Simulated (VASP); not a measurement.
# Si (Fd-3m) in VASP: single point with revPBE

Aim: the single point of Si with revPBE.

Everything below comes from runs of VASP 6.6.1. Logs are shortened: lines on timing, memory, paths and dates and some standing lists are left out, and cuts for length are marked.

**1. The structure**

It takes space group Fd-3m (No. 227, cubic). The conventional cell has a = 5.495 Å, b = 5.495 Å, c = 5.495 Å, α = 90.00°, β = 90.00°, γ = 90.00°. Si (site symmetry -43m) has 4 Si at 2.38 Å as nearest neighbours.

**2. Single point, revPBE**

Contents of INCAR:

```
ALGO = Normal
EDIFF = 1E-6
ENCUT = 520
GGA = RE
ISIF = 2
ISMEAR = -1
LASPH = True
LCHARG = False
LREAL = False
LWAVE = False
NBANDS = 11
NELM = 60
PREC = Accurate
SIGMA = 0.1
```

Contents of KPOINTS:

```
k-points
0
Gamma
  5 5 5
```

Contents of POSCAR:

```
Si
1.0
    0.0000000000      2.7475465006      2.7475465006
    2.7475465006      0.0000000000      2.7475465006
    2.7475465006      2.7475465006      0.0000000000
Si
2
Direct
    0.5000000000      0.5000000000      0.5000000000
    0.7500000000      0.7500000000      0.7500000000
```

Potentials or basis: VASP PAW PBE potentials, release 64 (Si).

Started as:

```bash
cat potpaw_PBE.64/Si/POTCAR > POTCAR
mpirun -np 1 vasp_std > vasp.out
```

OUTCAR:

```text
EDIFF = 1E-6
   ENCUT = 520
   GGA = RE
   ISIF = 2
   ISMEAR = -1
   LASPH = True
   LREAL = False
   NELM = 60
   PREC = Accurate

 ion  position               nearest neighbor table
   1  0.500  0.500  0.500-   2 2.38   2 2.38   2 2.38   2 2.38
   2  0.750  0.750  0.750-   1 2.38   1 2.38   1 2.38   1 2.38

  LATTYP: Found a face centered cubic cell.
 ALAT       =     5.4950930012

  Lattice vectors:

 A1 = (   0.0000000000,   2.7475465006,   2.7475465006)
 A2 = (   2.7475465006,   0.0000000000,   2.7475465006)
 A3 = (   2.7475465006,   2.7475465006,   0.0000000000)

Analysis of symmetry for initial positions (statically):
=====================================================================
 Subroutine PRICEL returns:
 Original cell was already a primitive cell.

 Routine SETGRP: Setting up the symmetry group for a
 face centered cubic supercell.

 Subroutine GETGRP returns: Found 48 space group operations
 (whereof 24 operations were pure point group operations)
 out of a pool of 48 trial point group operations.

The static configuration has the point symmetry T_d .
 The point group associated with its full space group is O_h .

Analysis of symmetry for dynamics (positions and initial velocities):
=====================================================================
 Subroutine PRICEL returns:
 Original cell was already a primitive cell.

 Routine SETGRP: Setting up the symmetry group for a
 face centered cubic supercell.

 Subroutine GETGRP returns: Found 48 space group operations
 (whereof 24 operations were pure point group operations)
 out of a pool of 48 trial point group operations.

The dynamic configuration has the point symmetry T_d .
 The point group associated with its full space group is O_h .

 Subroutine INISYM returns: Found 48 space group operations
 (whereof 24 operations are pure point group operations),
 and found     1 'primitive' translations

----------------------------------------------------------------------------------------

                                     Primitive cell

  volume of cell :      41.4825

  direct lattice vectors                    reciprocal lattice vectors
     0.000000000  2.747546501  2.747546501    -0.181980542  0.181980542  0.181980542
     2.747546501  0.000000000  2.747546501     0.181980542 -0.181980542  0.181980542
     2.747546501  2.747546501  0.000000000     0.181980542  0.181980542 -0.181980542

  length of vectors
     3.885617524  3.885617524  3.885617524     0.315199544  0.315199544  0.315199544

  position of ions in fractional coordinates (direct lattice)
[... 73 lines left out ...]
   TEBEG  =    0.0;   TEEND  =   0.0 temperature during run
   PSTRESS=    0.0 pullay stress
   NELECT =       8.0000    total number of electrons
   NUPDOWN=      -1.0000    fix difference up-down
   EMIN   =  10.00;   EMAX   =-10.00  energy-range for DOS
   EFERMI =   0.00;   METHOD = LEGACY
   ISMEAR =    -1;   SIGMA  =   0.10  broadening in eV -4-tet -1-fermi 0-gaus
   EFERMI_NEDOS =   21; number of points for ismear=-14 and -15
   IALGO  =     38    algorithm
   IMIX   =      4    mixing-type and parameters
     AMIX     =   0.40;   BMIX     =  1.00
     AMIX_MAG =   1.60;   BMIX_MAG =  1.00
  volume/ion in A,a.u.               =      20.74       139.97
  Fermi-wavevector in a.u.,A,eV,Ry     =   0.945837  1.787373 12.171884  0.894608
  Thomas-Fermi vector in A             =   2.073777
   LORBIT       =      0    0 simple, 1 ext, 2 COOP (PROOUT), +10 PAW based schemes
   GGA     = RE    functional components
   LHFCALC =     F    Hartree Fock is set to
   AEXX    =    0.0000 exact exchange contribution
   IVDW    =     0    specifies the selected vdW correction
   LEPSILON=     F    determine dielectric tensor
   LRPA    =     F    only Hartree local field effects (RPA)
 non-spin polarized calculation
  energy-cutoff  :      520.00
  volume of cell :       41.48
 maximum number of plane-waves:      1139
 NGX is ok and might be reduce to    30
   NGX = 15   NGY = 15   NGZ = 15

 number of electron       8.0000001 magnetization

 Free energy of the ion-electron system (eV)
  ---------------------------------------------------
  ext. energy  EPLUGINS =         0.00000000
  ---------------------------------------------------
  free energy    TOTEN  =       -10.37144995 eV

  energy without entropy =      -10.36941502  energy(sigma->0) =      -10.37043248

 E-fermi :   5.8476     XC(G=0):  -9.1906

 val. band max:        5.5438317693   @ k =   0.0000   0.0000   0.0000
 cond. band min:       6.2234034486   @ k =   0.4000   0.4000   0.0000
 fundamental gap:      0.6795716793
 Fermi energy:         5.8475792879

 k-point     1 :       0.0000    0.0000    0.0000
  band No.  band energies     occupation
      1      -6.1589      2.00000
      2       5.5438      1.90848
      3       5.5438      1.90848
      4       5.5438      1.90848
      5       8.0910      0.00000
      6       8.0910      0.00000
      7       8.0910      0.00000
      8       8.6088      0.00000
      9      13.1951      0.00000
     10      13.1951      0.00000
     11      13.5268      0.00000
[... 113 lines left out ...]
 k-point    10 :      -0.4000    0.4000    0.2000
  band No.  band energies     occupation
      1      -3.1127      2.00000
      2      -0.9264      2.00000
      3       1.7253      2.00000
      4       2.6738      2.00000
      5       8.9399      0.00000
      6       9.3561      0.00000
      7       9.8906      0.00000
      8      13.2057      0.00000
      9      13.8429      0.00000
     10      15.5460      0.00000
     11      18.5720      0.00000

------------------------ aborting loop because EDIFF is reached ----------------------------------------

  FORCE on cell =-STRESS in cart. coord.  units (eV):
  Direction    XX          YY          ZZ          XY          YZ          ZX
  --------------------------------------------------------------------------------------
  -------------------------------------------------------------------------------------
  Total       -0.0198859     -0.0198859     -0.0198859      0.0000000      0.0000000     -0.0000000
  in kB       -0.7680518     -0.7680518     -0.7680518      0.0000000      0.0000000     -0.0000000
  external PRESSURE =      -0.7680518 kB  Pullay stress =       0.0000000 kB

 VOLUME and BASIS-vectors are now :
 -----------------------------------------------------------------------------
  energy-cutoff  :      520.00
  volume of cell :       41.48
      direct lattice vectors                 reciprocal lattice vectors
     0.000000000  2.747546501  2.747546501    -0.181980542  0.181980542  0.181980542
     2.747546501  0.000000000  2.747546501     0.181980542 -0.181980542  0.181980542
     2.747546501  2.747546501  0.000000000     0.181980542  0.181980542 -0.181980542

 POSITION                                       TOTAL-FORCE (eV/Angst)
 -----------------------------------------------------------------------------------
      2.74755      2.74755      2.74755        -0.000000     -0.000000     -0.000000
      4.12132      4.12132      4.12132         0.000000      0.000000      0.000000
 -----------------------------------------------------------------------------------
    total drift:                                0.000000     -0.000000     -0.000000

  FREE ENERGIE OF THE ION-ELECTRON SYSTEM (eV)
  ---------------------------------------------------
  free  energy   TOTEN  =       -10.3714499495 eV

  energy  without entropy=      -10.3694150201  energy(sigma->0) =      -10.37043248
```

Run time: 3 s. Hardware: 1 thread of Intel Xeon 6975P-C (Granite Rapids), shared host; peak memory 0.14 GiB.

Results:

```
Free energy            : -10.3714 eV
Pressure               : -0.1 GPa
Band gap on the k mesh : 0.68 eV, indirect (least direct gap 2.55 eV)
```

Caveat: the PAW data sets were made with another functional, which shifts forces and pressure a little; an odd mesh through Γ misses points on the zone boundary, where band edges often lie.
